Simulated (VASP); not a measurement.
**BAs in VASP: how settings move the PBEsol single point**

Aim: see what changed inputs do to the PBEsol single point of BAs (rocksalt). This is a trial cell built on a prototype, not taken from a measured structure, and it needn't be the compound's ground state.

Program: VASP 6.6.1. PAW datasets, plane waves. All values are calculated for a non-magnetic cell, which may be hypothetical.

### 1 The system as given

The cell comes from an earlier relaxation with r2SCAN in another program.

It is cubic, Fm-3m (No. 225); conventional cell a = 4.611 Å, 12.25 Å³ an atom. Near B stand 6 As at 2.31 Å; near As stand 6 B at 2.31 Å.

Coordinates:

```xyz
2
Lattice="0.0000 2.3053 2.3053 2.3053 0.0000 2.3053 2.3053 2.3053 0.0000" Properties=species:S:1:pos:R:3 pbc="T T T"
B     0.0000    0.0000    0.0000
As    2.3053    2.3053    2.3053
```

### 2 Reference

File INCAR:

```
ENCUT = 520.000000
SIGMA = 0.020000
EDIFF = 1.00e-07
GGA = PS
PREC = Accurate
IBRION = -1
ISIF = 2
ISMEAR = -1
NBANDS = 11
NELM = 120
NSW = 0
LASPH = .TRUE.
LCHARG = .FALSE.
LWAVE = .FALSE.
LREAL = .FALSE.
```

File KPOINTS:

```
KPOINTS created by Atomic Simulation Environment
0
Gamma
10 10 10
0 0 0
```

File POSCAR:

```
B  As
 1.0000000000000000
     0.0000000000000000    2.3052873174999999    2.3052873174999999
     2.3052873174999999    0.0000000000000000    2.3052873174999999
     2.3052873174999999    2.3052873174999999    0.0000000000000000
 B   As
   1   1
Cartesian
  0.0000000000000000  0.0000000000000000  0.0000000000000000
  2.3052873174999999  2.3052873174999999  2.3052873174999999
```

A file KPOINTS_OPT adds named points for the levels; it doesn't enter the self-consistent loop.

Potentials: the recommended PBE PAW datasets, 8 valence electrons.

Command:

```sh
> mpirun -np 1 vasp_std
```

The closing lines of the self-consistent loop in OSZICAR:

```text
DAV:  10    -0.105227696991E+02   -0.26855E-05   -0.10498E-05  1222   0.219E-02    0.415E-03
DAV:  11    -0.105227691207E+02    0.57844E-06   -0.24847E-06  1153   0.602E-03    0.546E-04
DAV:  12    -0.105227691296E+02   -0.89096E-08   -0.11911E-07   625   0.212E-03
   1 F= -.10522769E+02 E0= -.10522136E+02  d E =-.126603E-02
```

Run time: 7.3 s. Hardware: 1 MPI rank of Intel Xeon Platinum 8488C, shared host; peak memory 0.14 GiB.

It gives: energy (σ→0) -10.5221 eV, pressure -3.41 GPa, gap on the mesh -4.74 eV.

### 3 Try 1

Edit INCAR of step 2 so:

```diff
@@ -3,3 +3,2 @@
 EDIFF = 1.00e-07
-GGA = PS
 PREC = Accurate
@@ -15 +14,2 @@
 LREAL = .FALSE.
+GGA = RP
```

KPOINTS is that of step 2.

POSCAR is that of step 2.

Command:

```sh
> mpirun -np 1 vasp_std
```

Standard output, without the iteration lines:

```text
POSCAR found type information on POSCAR B As
 POSCAR found :  2 types and       2 ions
 -----------------------------------------------------------------------------
|                                                                             |
|                                                                             |
|     You enforced a specific xc type in the INCAR file but a different       |
|     I HOPE YOU KNOW WHAT YOU ARE DOING!                                     |
|                                                                             |
 -----------------------------------------------------------------------------

 LDA part: xc-table for (Slater+PW92), standard interpolation
 POSCAR, INCAR and KPOINTS ok, starting setup
 FFT: planning ... GRIDC
 FFT: planning ... GRID_SOFT
 FFT: planning ... GRID
 WAVECAR not read
 entering main loop
```

OSZICAR:

```text
N       E                     dE             d eps       ncg     rms          rms(c)
DAV:   1     0.118922316473E+02    0.11892E+02   -0.39341E+03  1034   0.652E+02
DAV:   2    -0.855428561034E+01   -0.20447E+02   -0.19640E+02  1392   0.991E+01
DAV:   3    -0.914125990425E+01   -0.58697E+00   -0.58385E+00  1277   0.149E+01
DAV:   4    -0.914263160307E+01   -0.13717E-02   -0.13715E-02  1142   0.770E-01
DAV:   5    -0.914263263301E+01   -0.10299E-05   -0.10292E-05  1202   0.237E-02    0.383E+00
DAV:   6    -0.893285507849E+01    0.20978E+00   -0.71447E-01  1061   0.316E+00    0.191E+00
DAV:   7    -0.892961182974E+01    0.32432E-02   -0.82208E-02  1228   0.140E+00    0.839E-01
DAV:   8    -0.893135897408E+01   -0.17471E-02   -0.33646E-03  1100   0.408E-01    0.562E-02
DAV:   9    -0.893142750078E+01   -0.68527E-04   -0.27222E-04  1174   0.836E-02    0.452E-02
DAV:  10    -0.893144482704E+01   -0.17326E-04   -0.32549E-05  1143   0.415E-02    0.484E-03
DAV:  11    -0.893144418585E+01    0.64119E-06   -0.49505E-06  1163   0.887E-03    0.100E-03
DAV:  12    -0.893144428038E+01   -0.94524E-07   -0.32069E-07  1127   0.387E-03
   1 F= -.89314443E+01 E0= -.89308323E+01  d E =-.122392E-02
```

From OUTCAR:

```text
k-points           NKPTS =     47   k-points in BZ     NKDIM =     47   number of bands    NBANDS=     11

   NELECT =       8.0000    total number of electrons

   dimension x,y,z NGX =    24 NGY =   24 NGZ =   24
   dimension x,y,z NGXF=    48 NGYF=   48 NGZF=   48

  energy-cutoff  :      520.00
  volume of cell :       24.50
      direct lattice vectors                 reciprocal lattice vectors
     0.000000000  2.305287317  2.305287317    -0.216892704  0.216892704  0.216892704
     2.305287317  0.000000000  2.305287317     0.216892704 -0.216892704  0.216892704
     2.305287317  2.305287317  0.000000000     0.216892704  0.216892704 -0.216892704

 k-points in reciprocal lattice and weights: KPOINTS created by Atomic Simulation Env
   0.00000000  0.00000000  0.00000000       0.001
   0.10000000  0.00000000  0.00000000       0.008
   0.20000000  0.00000000  0.00000000       0.008
   0.30000000  0.00000000  0.00000000       0.008
   0.40000000  0.00000000  0.00000000       0.008
   0.50000000  0.00000000  0.00000000       0.004
   0.10000000  0.10000000  0.00000000       0.006
   0.20000000  0.10000000  0.00000000       0.024
[... 39 more k-points ...]

 E-fermi :   7.3724

 k-point     1 :       0.0000    0.0000    0.0000
  band No.  band energies     occupation
      1      -8.5376      2.00000
      2       7.3900      0.58471
      3       7.3900      0.58471
      4       7.3900      0.58470
      5      10.9010      0.00000
      6      15.1225      0.00000
      7      15.1225      0.00000
      8      15.1225      0.00000
      9      16.2123      0.00000
     10      16.2123      0.00000
     11      16.2123      0.00000

 k-point     2 :       0.1000    0.0000    0.0000
  band No.  band energies     occupation
      1      -8.3464      2.00000
      2       6.0475      2.00000
      3       7.3749      0.93539
      4       7.3749      0.93538
      5      11.5298      0.00000
      6      14.1876      0.00000
      7      14.1876      0.00000
      8      14.8023      0.00000
      9      16.1545      0.00000
     10      16.6387      0.00000
     11      16.6387      0.00000

 k-point     3 :       0.2000    0.0000    0.0000
  band No.  band energies     occupation
      1      -7.7768      2.00000
      2       3.6080      2.00000
      3       7.3848      0.69904
      4       7.3848      0.69903
      5      11.9128      0.00000
      6      12.5180      0.00000
      7      12.5180      0.00000
      8      14.1462      0.00000
      9      16.8800      0.00000
     10      17.8291      0.00000
     11      17.8291      0.00000

 k-point     4 :       0.3000    0.0000    0.0000
  band No.  band energies     occupation
      1      -6.8477      2.00000
      2       1.1029      2.00000
      3       7.5320      0.00068
      4       7.5320      0.00068
      5      10.9283      0.00000
      6      10.9283      0.00000
      7      11.7902      0.00000
      8      13.4942      0.00000
      9      18.4288      0.00000
     10      19.6594      0.00000
     11      19.6594      0.00000

[... the tables of k-points 5 to 47 left out ...]

  Total        0.3875512      0.3875512      0.3875512      0.0000000      0.0000000     -0.0000000
  in kB       25.3416297     25.3416297     25.3416297      0.0000000      0.0000000     -0.0000000
  external PRESSURE =      25.3416297 kB  Pullay stress =       0.0000000 kB

 POSITION                                       TOTAL-FORCE (eV/Angst)
 -----------------------------------------------------------------------------------
      0.00000      0.00000      0.00000         0.000000      0.000000     -0.000000
      2.30529      2.30529      2.30529        -0.000000     -0.000000      0.000000
 -----------------------------------------------------------------------------------
    total drift:                                0.000000     -0.000000     -0.000000

  FREE ENERGIE OF THE ION-ELECTRON SYSTEM (eV)
  ---------------------------------------------------
  free  energy   TOTEN  =        -8.9314442804 eV

  energy  without entropy=       -8.9302203595  energy(sigma->0) =       -8.93083232
```

Wall time 9.3 s (1 MPI rank of Intel Xeon Platinum 8488C, shared host); peak memory 0.14 GiB.

Changed: GGA = RP. VASP runs to the end. Its total energy is on another scale than the reference's; the pressure goes from -3.4 to 2.5 GPa, the gap on the mesh goes from -4.74 to -4.81 eV. The functional is now RPBE, on datasets made with PBE.

### 4 Try 2

Edit INCAR of step 2 so:

```diff
@@ -3,3 +3,2 @@
 EDIFF = 1.00e-07
-GGA = PS
 PREC = Accurate
@@ -15 +14,2 @@
 LREAL = .FALSE.
+METAGGA = MBJ
```

KPOINTS is that of step 2.

POSCAR is that of step 2.

Command:

```sh
> mpirun -np 1 vasp_std
```

Standard output, without the iteration lines:

```text
POSCAR found type information on POSCAR B As
 POSCAR found :  2 types and       2 ions
 -----------------------------------------------------------------------------
|                                                                             |
|                                                                             |
|     You enforced a specific xc type in the INCAR file but a different       |
|     I HOPE YOU KNOW WHAT YOU ARE DOING!                                     |
|                                                                             |
 -----------------------------------------------------------------------------

 LDA part: xc-table for (None), standard interpolation
 POSCAR, INCAR and KPOINTS ok, starting setup
 FFT: planning ... GRIDC
 FFT: planning ... GRID_SOFT
 FFT: planning ... GRID
 WAVECAR not read
 entering main loop
```

OSZICAR:

```text
N       E                     dE             d eps       ncg     rms          rms(c)
DAV:   1     0.135562943306E+03    0.13556E+03   -0.40035E+03  1034   0.665E+02
DAV:   2     0.115976910062E+03   -0.19586E+02   -0.18809E+02  1369   0.973E+01
DAV:   3     0.115437475986E+03   -0.53943E+00   -0.53165E+00  1298   0.140E+01
DAV:   4     0.115436216916E+03   -0.12591E-02   -0.12581E-02  1147   0.643E-01
DAV:   5     0.115436216182E+03   -0.73408E-06   -0.73432E-06  1222   0.160E-02    0.672E+00
DAV:   6     0.116293039922E+03    0.85682E+00   -0.55799E+00  1052   0.102E+01    0.251E+00
DAV:   7     0.116777398419E+03    0.48436E+00   -0.93122E-01  1046   0.476E+00    0.105E+00
DAV:   8     0.117107441989E+03    0.33004E+00   -0.19173E-01  1094   0.203E+00    0.537E-01
DAV:   9     0.117403473886E+03    0.29603E+00   -0.50561E-02  1082   0.102E+00    0.240E-01
DAV:  10     0.117567846905E+03    0.16437E+00   -0.13612E-02  1112   0.643E-01    0.727E-02
DAV:  11     0.117537474036E+03   -0.30373E-01   -0.26218E-03  1103   0.301E-01    0.439E-02
DAV:  12     0.117541440336E+03    0.39663E-02   -0.51903E-04  1120   0.965E-02    0.285E-02
DAV:  13     0.117534957704E+03   -0.64826E-02   -0.90448E-05  1127   0.446E-02    0.160E-02
DAV:  14     0.117540020911E+03    0.50632E-02   -0.53256E-05  1097   0.315E-02    0.390E-03
DAV:  15     0.117539437942E+03   -0.58297E-03   -0.10905E-05  1102   0.159E-02    0.655E-03
DAV:  16     0.117539431397E+03   -0.65449E-05   -0.15789E-06  1130   0.534E-03    0.584E-03
DAV:  17     0.117539235661E+03   -0.19574E-03   -0.41499E-07  1106   0.420E-03    0.458E-03
DAV:  18     0.117539249505E+03    0.13844E-04   -0.23064E-06  1106   0.791E-03    0.414E-03
DAV:  19     0.117539345688E+03    0.96183E-04   -0.23565E-06  1139   0.894E-03    0.823E-03
DAV:  20     0.117539428170E+03    0.82482E-04   -0.19725E-07   703   0.249E-03    0.884E-03
DAV:  21     0.117539425711E+03   -0.24591E-05   -0.14493E-06  1076   0.600E-03    0.527E-03
DAV:  22     0.117539459568E+03    0.33857E-04   -0.35185E-07  1124   0.446E-03    0.333E-03
DAV:  23     0.117539437636E+03   -0.21932E-04   -0.19752E-07  1052   0.279E-03    0.181E-03
DAV:  24     0.117539436104E+03   -0.15321E-05   -0.37906E-08   544   0.153E-03    0.119E-03
DAV:  25     0.117539428354E+03   -0.77502E-05   -0.28037E-08   553   0.919E-04    0.687E-04
DAV:  26     0.117539422192E+03   -0.61620E-05   -0.34097E-09   544   0.416E-04    0.474E-04
DAV:  27     0.117539412386E+03   -0.98062E-05   -0.94301E-09   544   0.467E-04    0.191E-04
DAV:  28     0.117539410810E+03   -0.15757E-05   -0.10443E-09   544   0.245E-04    0.103E-04
DAV:  29     0.117539408434E+03   -0.23759E-05   -0.41501E-10   544   0.101E-04    0.446E-05
DAV:  30     0.117539408100E+03   -0.33420E-06   -0.72465E-11   538   0.471E-05    0.447E-05
DAV:  31     0.117539406035E+03   -0.20655E-05   -0.56021E-10   544   0.102E-04    0.216E-05
DAV:  32     0.117539407271E+03    0.12360E-05   -0.38655E-10   544   0.868E-05    0.148E-05
DAV:  33     0.117539406674E+03   -0.59643E-06   -0.23367E-10   535   0.580E-05    0.145E-05
DAV:  34     0.117539406697E+03    0.22777E-07   -0.11332E-10   535   0.406E-05
   1 F= 0.11753941E+03 E0= 0.11754020E+03  d E =-.158351E-02
```

From OUTCAR:

```text
k-points           NKPTS =     47   k-points in BZ     NKDIM =     47   number of bands    NBANDS=     11

   NELECT =       8.0000    total number of electrons

   dimension x,y,z NGX =    24 NGY =   24 NGZ =   24
   dimension x,y,z NGXF=    48 NGYF=   48 NGZF=   48

  energy-cutoff  :      520.00
  volume of cell :       24.50
      direct lattice vectors                 reciprocal lattice vectors
     0.000000000  2.305287317  2.305287317    -0.216892704  0.216892704  0.216892704
     2.305287317  0.000000000  2.305287317     0.216892704 -0.216892704  0.216892704
     2.305287317  2.305287317  0.000000000     0.216892704  0.216892704 -0.216892704

 k-points in reciprocal lattice and weights: KPOINTS created by Atomic Simulation Env
   0.00000000  0.00000000  0.00000000       0.001
   0.10000000  0.00000000  0.00000000       0.008
   0.20000000  0.00000000  0.00000000       0.008
   0.30000000  0.00000000  0.00000000       0.008
   0.40000000  0.00000000  0.00000000       0.008
   0.50000000  0.00000000  0.00000000       0.004
   0.10000000  0.10000000  0.00000000       0.006
   0.20000000  0.10000000  0.00000000       0.024
[... 39 more k-points ...]

 E-fermi :   7.1160

 k-point     1 :       0.0000    0.0000    0.0000
  band No.  band energies     occupation
      1      -8.8536      2.00000
      2       7.1148      1.02835
      3       7.1148      1.02835
      4       7.1148      1.02825
      5      10.8335      0.00000
      6      15.1374      0.00000
      7      15.1374      0.00000
      8      15.1374      0.00000
      9      15.9323      0.00000
     10      15.9323      0.00000
     11      15.9323      0.00000

 k-point     2 :       0.1000    0.0000    0.0000
  band No.  band energies     occupation
      1      -8.6619      2.00000
      2       5.7663      2.00000
      3       7.0990      1.40134
      4       7.0990      1.40126
      5      11.4709      0.00000
      6      14.1012      0.00000
      7      14.1012      0.00000
      8      14.8226      0.00000
      9      15.9832      0.00000
     10      16.3620      0.00000
     11      16.3620      0.00000

 k-point     3 :       0.2000    0.0000    0.0000
  band No.  band energies     occupation
      1      -8.0907      2.00000
      2       3.3112      2.00000
      3       7.1079      1.19971
      4       7.1079      1.19962
      5      11.8583      0.00000
      6      12.3405      0.00000
      7      12.3405      0.00000
      8      14.1775      0.00000
      9      16.8328      0.00000
     10      17.5691      0.00000
     11      17.5691      0.00000

 k-point     4 :       0.3000    0.0000    0.0000
  band No.  band energies     occupation
      1      -7.1584      2.00000
      2       0.7943      2.00000
      3       7.2567      0.00175
      4       7.2567      0.00175
      5      10.7021      0.00000
      6      10.7021      0.00000
      7      11.7385      0.00000
      8      13.5175      0.00000
      9      18.4827      0.00000
     10      19.4288      0.00000
     11      19.4288      0.00000

[... the tables of k-points 5 to 47 left out ...]

  Total       10.0927293     10.0927293     10.0927293      0.0000000      0.0000000     -0.0000000
  in kB      659.9545547    659.9545547    659.9545547      0.0000000      0.0000000     -0.0000000
  external PRESSURE =     659.9545547 kB  Pullay stress =       0.0000000 kB

 POSITION                                       TOTAL-FORCE (eV/Angst)
 -----------------------------------------------------------------------------------
      0.00000      0.00000      0.00000         0.000000      0.000000      0.000000
      2.30529      2.30529      2.30529        -0.000000     -0.000000     -0.000000
 -----------------------------------------------------------------------------------
    total drift:                                0.000000     -0.000000     -0.000000

  FREE ENERGIE OF THE ION-ELECTRON SYSTEM (eV)
  ---------------------------------------------------
  free  energy   TOTEN  =       117.5394066969 eV

  energy  without entropy=      117.5409902039  energy(sigma->0) =      117.54019845
```

Wall time 31 s (1 MPI rank of Intel Xeon Platinum 8488C, shared host); peak memory 0.15 GiB.

Changed: METAGGA = MBJ. VASP runs to the end. Its total energy is on another scale than the reference's; the gap on the mesh goes from -4.74 to -4.92 eV. The functional is now the modified Becke-Johnson potential, on datasets made with PBE. It is a potential without an energy, so only its levels mean something.

### 5 Side by side

| run | changed | ending | energy change (meV/atom) | pressure (GPa) | gap on the mesh (eV; negative: overlap) | electronic steps | time | usable |
| --- | --- | --- | --- | --- | --- | --- | --- | --- |
| ref. | – | converged | 0 | -3.4 | -4.74 | 12 | 7.3 s | yes |
| 1 | GGA = RP | converged | – | 2.5 | -4.81 | 12 | 9.3 s | yes |
| 2 | METAGGA = MBJ | converged | – | – | -4.92 | 34 | 31 s | yes |

**Reading.** Of 2 altered inputs, 2 gave usable results.
